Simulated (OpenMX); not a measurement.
Wanted: the native input for an OpenMX 3.8.5 run.

```
Task                : band structure
Functional          : PBE
Potentials or basis : OpenMX 2013 PBE set, Bi8.0-s3p2d2f2, grid cutoff 500 Ry
k mesh              : 7 × 7 × 7
Occupations         : fermi-dirac, width 0.05 eV
Spin                : no spin polarisation
Mixing scheme       : rmm-diisk
SCF threshold       : 1e-08 Ha
Solver              : band
Max SCF cycles      : 100
```

Crystal: Bi.

```xyz
2
Lattice="2.2675 1.3091 3.9380 -2.2675 1.3091 3.9380 0.0000 -2.6183 3.9380" Properties=species:S:1:pos:R:3 pbc="T T T"
Bi    0.0000    0.0000    9.0495
Bi    0.0000    0.0000    2.7645
```

The input as run:

Bi.dat

```
System.CurrrentDirectory             ./
System.Name                          Bi
DATA.PATH                            ./DFT_DATA13
level.of.stdout                      1
level.of.fileout                     0
Species.Number                       1
<Definition.of.Atomic.Species
  Bi  Bi8.0-s3p2d2f2         Bi_PBE13
Definition.of.Atomic.Species>

Atoms.Number                         2
Atoms.SpeciesAndCoordinates.Unit     FRAC
<Atoms.SpeciesAndCoordinates
    1  Bi    0.7660000000    0.7660000000    0.7660000000   7.500  7.500
    2  Bi    0.2340000000    0.2340000000    0.2340000000   7.500  7.500
Atoms.SpeciesAndCoordinates>

Atoms.UnitVectors.Unit               Ang
<Atoms.UnitVectors
     2.2675000000    1.3091417354    3.9380000000
    -2.2675000000    1.3091417354    3.9380000000
     0.0000000000   -2.6182834708    3.9380000000
Atoms.UnitVectors>

scf.XcType                           GGA-PBE
scf.SpinPolarization                 off
scf.ElectronicTemperature            580.226
scf.energycutoff                     500.0
scf.maxIter                          100
scf.EigenvalueSolver                 band
scf.Kgrid                            7 7 7
scf.Mixing.Type                      rmm-diisk
scf.Init.Mixing.Weight               0.05
scf.Min.Mixing.Weight                0.001
scf.Max.Mixing.Weight                0.3
scf.Mixing.History                   25
scf.Mixing.StartPulay                8
scf.criterion                        1.0e-8
scf.stress.tensor                    on
MD.Type                              nomd
Band.dispersion                      on
Band.Nkpath                          9
<Band.kpath
   11   0.000000  0.000000  0.000000    0.500000  0.000000  0.000000  G L
    9   0.500000  0.000000  0.000000    0.500000  0.240343 -0.240343  L B1
   10   0.759657  0.500000  0.240343    0.500000  0.500000  0.500000  B Z
   11   0.500000  0.500000  0.500000    0.000000  0.000000  0.000000  Z G
   14   0.000000  0.000000  0.000000    0.370172  0.000000 -0.370172  G X
    5   0.629828  0.370172  0.000000    0.500000  0.500000  0.000000  Q F
    4   0.500000  0.500000  0.000000    0.629828  0.629828  0.240343  F P1
    8   0.629828  0.629828  0.240343    0.500000  0.500000  0.500000  P1 Z
    8   0.500000  0.000000  0.000000    0.759657  0.370172  0.370172  L P
Band.kpath>
```

Potentials or basis: OpenMX 2013 PBE set, Bi8.0-s3p2d2f2, grid cutoff 500 Ry.

The run is started by

```bash
$ openmx Bi.dat -nt 1 > Bi.std
```

Results of the run:

```yaml
Pressure: 2.8 GPa
Largest_force: 0.293 eV/Å
Band_gap_along_the_path: none (metal or under the smearing width)
```

Caveat: spin-orbit coupling is left out, which moves the levels of the heavy elements; the basis of atomic orbitals isn't converged, which shifts pressures, moduli and gaps.

Wall time 5.9 min on 1 thread of Intel(R) Xeon(R) 6975P-C (Granite Rapids), with other jobs on the host, peak memory 1.5 GiB.
